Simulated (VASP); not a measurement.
# TiSe2 in VASP: further runs

One slab, TiSe2, is run at these levels: PBE+D3(BJ), r2SCAN+rVV10; tasks: relaxation of cell and atoms.

The COD entry that gives the cell may itself be a prediction, so a difference from it is no test against experiment.

All numbers are computed with VASP 6.6.1; they aren't measurements. Logs are shortened: lines on timing, memory, paths and dates and some standing lists are left out, and cuts for length are marked.

## (1) The structure

The cell holds a slab with vacuum, 3 atoms: a = 3.536 Å, b = 3.536 Å, c = 21.064 Å, α = 90.00°, β = 90.00°, γ = 120.00°.

## (2) Relaxation of cell and atoms, PBE+D3(BJ)

Contents of INCAR:

```
PREC = Accurate
ENCUT = 600
EDIFF = 1E-6
ISMEAR = 0
SIGMA = 0.03
LREAL = F
LASPH = T
NELM = 80
ALGO = Normal
ISIF = 3
LWAVE = F
LCHARG = F
GGA = PE
IVDW = 12
IBRION = 2
NSW = 90
EDIFFG = -0.01
LATTICE_CONSTRAINTS = .TRUE. .TRUE. .FALSE.
```

Contents of KPOINTS:

```
regular mesh
0
Gamma
  12 12 1
```

Contents of POSCAR:

```
TiSe2
1.0
    3.5360000000      0.0000000000      0.0000000000
   -1.7680000000      3.0622658300      0.0000000000
    0.0000000000      0.0000000000     21.0644416000
Se Ti
2 1
Direct
    0.6666666700      0.3333333300      0.4272603200
    0.3333333300      0.6666666700      0.5727396800
    0.0000000000      0.0000000000      0.5000000000
```

Potentials or basis: VASP PAW PBE potentials, release 64 (Se, Ti_sv).

Command:

```bash
> cat potpaw_PBE.64/Se/POTCAR potpaw_PBE.64/Ti_sv/POTCAR > POTCAR
> mpirun -np 1 vasp_std > vasp.out
```

OUTCAR:

```text
PREC = Accurate
   ENCUT = 600
   EDIFF = 1E-6
   ISMEAR = 0
   LREAL = F
   LASPH = T
   NELM = 80
   ISIF = 3
   GGA = PE
   IVDW = 12
   IBRION = 2
   NSW = 90
   EDIFFG = -0.01
 IVDW          = 12

 ion  position               nearest neighbor table
   1  0.667  0.333  0.427-   3 2.55   3 2.55   3 2.55
   2  0.333  0.667  0.573-   3 2.55   3 2.55   3 2.55
   3  0.000  0.000  0.500-   1 2.55   2 2.55   1 2.55   2 2.55   1 2.55   2 2.55

  LATTYP: Found a hexagonal cell.
 ALAT       =     3.5360000000
 C/A-ratio  =     5.9571384615

  Lattice vectors:

 A1 = (   3.5360000000,   0.0000000000,   0.0000000000)
 A2 = (  -1.7680000000,   3.0622658300,   0.0000000000)
 A3 = (   0.0000000000,   0.0000000000,  21.0644416000)

Analysis of symmetry for initial positions (statically):
=====================================================================
 Subroutine PRICEL returns:
 Original cell was already a primitive cell.

 Routine SETGRP: Setting up the symmetry group for a
 hexagonal supercell.

 Subroutine GETGRP returns: Found 12 space group operations
 (whereof 12 operations were pure point group operations)
 out of a pool of 24 trial point group operations.

The static configuration has the point symmetry D_3d.

Analysis of symmetry for dynamics (positions and initial velocities):
=====================================================================
 Subroutine PRICEL returns:
 Original cell was already a primitive cell.

 Routine SETGRP: Setting up the symmetry group for a
 hexagonal supercell.

 Subroutine GETGRP returns: Found 12 space group operations
 (whereof 12 operations were pure point group operations)
 out of a pool of 24 trial point group operations.

The dynamic configuration has the point symmetry D_3d.

 Subroutine INISYM returns: Found 12 space group operations
 (whereof 12 operations are pure point group operations),
 and found     1 'primitive' translations

----------------------------------------------------------------------------------------

                                     Primitive cell

  volume of cell :     228.0894

  direct lattice vectors                    reciprocal lattice vectors
     3.536000000  0.000000000  0.000000000     0.282805430  0.163277791  0.000000000
    -1.768000000  3.062265830  0.000000000     0.000000000  0.326555582  0.000000000
     0.000000000  0.000000000 21.064441600     0.000000000  0.000000000  0.047473369

  length of vectors
     3.536000000  3.536000002 21.064441600     0.326555582  0.326555582  0.047473369

  position of ions in fractional coordinates (direct lattice)
     0.666666670  0.333333330  0.427260320
     0.333333330  0.666666670  0.572739680
     0.000000000  0.000000000  0.500000000

  ion indices of the primitive-cell ions
   primitive index   ion index
                 1           1
                 2           2
                 3           3

----------------------------------------------------------------------------------------

 KPOINTS: regular mesh

Automatic generation of k-mesh.
 Grid dimensions read from file:
 generate k-points for:   12   12    1

 Generating k-lattice:

  Cartesian coordinates                     Fractional coordinates (reciprocal lattice)
     0.023567119  0.013606483  0.000000000     0.083333333  0.000000000  0.000000000
     0.000000000  0.027212965  0.000000000     0.000000000  0.083333333  0.000000000
     0.000000000  0.000000000  0.047473369     0.000000000  0.000000000  1.000000000

  Length of vectors
     0.027212965  0.027212965  0.047473369

  Shift w.r.t. Gamma in fractional coordinates (k-lattice)
     0.000000000  0.000000000  0.000000000

 Subroutine IBZKPT returns following result:
 ===========================================

 Found     19 irreducible k-points:

 Following reciprocal coordinates:
            Coordinates               Weight
  0.000000  0.000000  0.000000      1.000000
  0.083333  0.000000  0.000000      6.000000
  0.166667  0.000000  0.000000      6.000000
  0.250000  0.000000  0.000000      6.000000
  0.333333 -0.000000  0.000000      6.000000
  0.416667  0.000000  0.000000      6.000000
[... 11 lines left out ...]
  0.333333  0.250000  0.000000     12.000000
  0.333333  0.333333  0.000000      2.000000
   k-points           NKPTS =     19   k-points in BZ     NKDIM =     19   number of bands    NBANDS=     16
   number of dos      NEDOS =    301   number of ions     NIONS =      3
   total plane-waves  NPLWV = 131712
   dimension x,y,z NGX =    28 NGY =   28 NGZ =  168
   dimension x,y,z NGXF=    56 NGYF=   56 NGZF=  336
   ions per type =               2   1
   NGX,Y,Z   is equivalent  to a cutoff of  13.16, 13.16, 13.26 a.u.
   NGXF,Y,Z  is equivalent  to a cutoff of  26.33, 26.33, 26.52 a.u.
 SYSTEM =  unknown system
   PREC   = accura    normal or accurate (medium, high low for compatibility)
   ISTART =      0    job   : 0-new  1-cont  2-samecut
   ICHARG =      2    charge: 1-file 2-atom 10-const
   ISPIN  =      1    spin polarized calculation?
   LNONCOLLINEAR =      F non collinear calculations
   LSORBIT =      F    spin-orbit coupling
   LASPH  =      T    aspherical Exc in radial PAW
   ENCUT  =  600.0 eV  44.10 Ry    6.64 a.u.   7.06  7.06 42.07*2*pi/ulx,y,z
   NELM   =     80;   NELMIN=  2; NELMDL= -5     # of ELM steps
   EDIFF  = 0.1E-05   stopping-criterion for ELM
   LREAL  =      F    real-space projection
   EDIFFG = -.1E-01   stopping-criterion for IOM
   NSW    =     90    number of steps for IOM
   IBRION =      2    ionic relax: 0-MD 1-quasi-New 2-CG
   NFREE  =      1    steps in history (QN), initial steepest desc. (CG)
   ISIF   =      3    stress and relaxation
   ISYM   =      2    0-nonsym 1-usesym 2-fastsym
   POTIM  = 0.5000    time-step for ionic-motion
   TEBEG  =    0.0;   TEEND  =   0.0 temperature during run
   PSTRESS=    0.0 pullay stress
   NELECT =      24.0000    total number of electrons
   NUPDOWN=      -1.0000    fix difference up-down
   EMIN   =  10.00;   EMAX   =-10.00  energy-range for DOS
   EFERMI =   0.00;   METHOD = LEGACY
   ISMEAR =     0;   SIGMA  =   0.03  broadening in eV -4-tet -1-fermi 0-gaus
   EFERMI_NEDOS =   21; number of points for ismear=-14 and -15
   IALGO  =     38    algorithm
   IMIX   =      4    mixing-type and parameters
     AMIX     =   0.40;   BMIX     =  1.00
     AMIX_MAG =   1.60;   BMIX_MAG =  1.00
  volume/ion in A,a.u.               =      76.03       513.07
  Fermi-wavevector in a.u.,A,eV,Ry     =   0.772877  1.460525  8.127282  0.597338
  Thomas-Fermi vector in A             =   1.874602
   LORBIT       =      0    0 simple, 1 ext, 2 COOP (PROOUT), +10 PAW based schemes
   GGA     = PE    functional components
   LHFCALC =     F    Hartree Fock is set to
   AEXX    =    0.0000 exact exchange contribution
   IVDW    =    12    specifies the selected vdW correction
   LEPSILON=     F    determine dielectric tensor
   LRPA    =     F    only Hartree local field effects (RPA)
 conjugate gradient relaxation of ions
 non-spin polarized calculation
 Gauss-broadening in eV      SIGMA  =   0.03
  energy-cutoff  :      600.00
  volume of cell :      228.09
 maximum number of plane-waves:      7650
   NGX = 15   NGY = 15   NGZ = 85

--------------------------------------- Ionic step        1  -------------------------------------------

 number of electron      24.0000001 magnetization

 Free energy of the ion-electron system (eV)
  ---------------------------------------------------
  ext. energy  EPLUGINS =         0.00000000
  ---------------------------------------------------
  free energy    TOTEN  =       -18.19296928 eV

  energy without entropy =      -18.19245008  energy(sigma->0) =      -18.19270968

------------------------ aborting loop because EDIFF is reached ----------------------------------------

 Edisp (eV)   -0.89885

 E8    (eV) :    -0.4161

  FORCE on cell =-STRESS in cart. coord.  units (eV):
  Direction    XX          YY          ZZ          XY          YZ          ZX
  --------------------------------------------------------------------------------------
  -------------------------------------------------------------------------------------
  Total      -0.49318    -0.49318     0.26516     0.00000    -0.00000     0.00000
  in kB      -3.46426    -3.46426     1.86255     0.00000    -0.00000     0.00000
  external pressure =       -1.69 kB  Pullay stress =        0.00 kB
[... 100 lines left out ...]
  FREE ENERGIE OF THE ION-ELECTRON SYSTEM (eV)
  ---------------------------------------------------
  free  energy   TOTEN  =       -19.0966727854 eV

  energy  without entropy=      -19.0955792563  energy(sigma->0) =      -19.09612602

[... ionic steps 4 to 7 ...]

--------------------------------------- Ionic step        8  -------------------------------------------

 number of electron      24.0000001 magnetization

------------------------ aborting loop because EDIFF is reached ----------------------------------------

 Edisp (eV)   -0.92835

 E8    (eV) :    -0.4291
[... 71 lines left out ...]
  energy  without entropy=      -19.1033370758  energy(sigma->0) =      -19.10356337

--------------------------------------- Ionic step       10  -------------------------------------------

 number of electron      24.0000002 magnetization

 Free energy of the ion-electron system (eV)
  ---------------------------------------------------
  ext. energy  EPLUGINS =         0.00000000
  ---------------------------------------------------
  free energy    TOTEN  =       -18.18019010 eV

  energy without entropy =      -18.17972848  energy(sigma->0) =      -18.17995929

 E-fermi :  -2.3286     XC(G=0):  -3.4311

 val. band max:       -2.3489768192   @ k =   0.4167   0.0000   0.0000
 cond. band min:      -2.2691465643   @ k =   0.0833   0.0000   0.0000
 fundamental gap:      0.0798302549
 Fermi energy:        -2.3286328374

 k-point     1 :       0.0000    0.0000    0.0000
  band No.  band energies     occupation
      1     -59.8510      2.00000
      2     -36.0763      2.00000
      3     -36.0627      2.00000
      4     -36.0627      2.00000
      5     -16.0655      2.00000
      6     -15.1701      2.00000
[... 8 lines left out ...]
     15      -1.5419      0.00000
     16       1.2750      0.00000
[... 374 lines left out ...]
  FREE ENERGIE OF THE ION-ELECTRON SYSTEM (eV)
  ---------------------------------------------------
  free  energy   TOTEN  =       -19.1038330063 eV

  energy  without entropy=      -19.1033713930  energy(sigma->0) =      -19.10360220

 reached required accuracy - stopping structural energy minimisation
```

Run time: 7.6 min. Hardware: 1 thread of Intel Xeon Platinum 8488C (Sapphire Rapids), shared host; peak memory 0.44 GiB.

What came out:

| Item | Value |
| --- | --- |
| Free energy | -19.1038 eV |
| Relaxed volume | 73.41 Å³/atom |
| Relaxed cell | a = 3.475 Å, b = 3.475 Å, c = 21.064 Å, α = 90.00°, β = 90.00°, γ = 120.00° |
| Space group after relaxing (to 0.05 Å) | P-3m1 (No. 164) |
| Energy gained by relaxing | 4.0 meV/atom |
| Ionic steps | 10 |
| Band gap on the k mesh | none (metal or under the smearing width) |
| Dispersion energy per atom | -0.308 eV |

The path:
```csv
step,energy change (eV),largest force (eV/Å),pressure (GPa),volume (Å³)
1,0.0000,0.0905,-0.17,228.09
2,-0.0048,0.1798,0.14,224.49
3,-0.0049,0.1981,0.19,223.91
4,-0.0085,0.1262,0.09,222.96
5,-0.0115,0.0685,-0.13,220.73
6,-0.0117,0.0131,-0.08,221.26
7,-0.0117,0.0260,-0.10,221.13
8,-0.0115,0.0156,0.06,218.88
9,-0.0120,0.0210,-0.03,220.19
10,-0.0120,0.0003,0.00,220.23
```

Final structure:
```cif
data_structure
_symmetry_space_group_name_H-M 'P 1'
_symmetry_Int_Tables_number 1
_cell_length_a 3.4746
_cell_length_b 3.4746
_cell_length_c 21.0644
_cell_angle_alpha 90.000
_cell_angle_beta 90.000
_cell_angle_gamma 120.000
_cell_volume 220.23
loop_
_atom_site_label
_atom_site_type_symbol
_atom_site_fract_x
_atom_site_fract_y
_atom_site_fract_z
_atom_site_occupancy
Se1 Se 0.66667 0.33333 0.42533 1
Se2 Se 0.33333 0.66667 0.57467 1
Ti1 Ti 0.00000 0.00000 0.50000 1
```

(Part 1 of 3 ends here.)
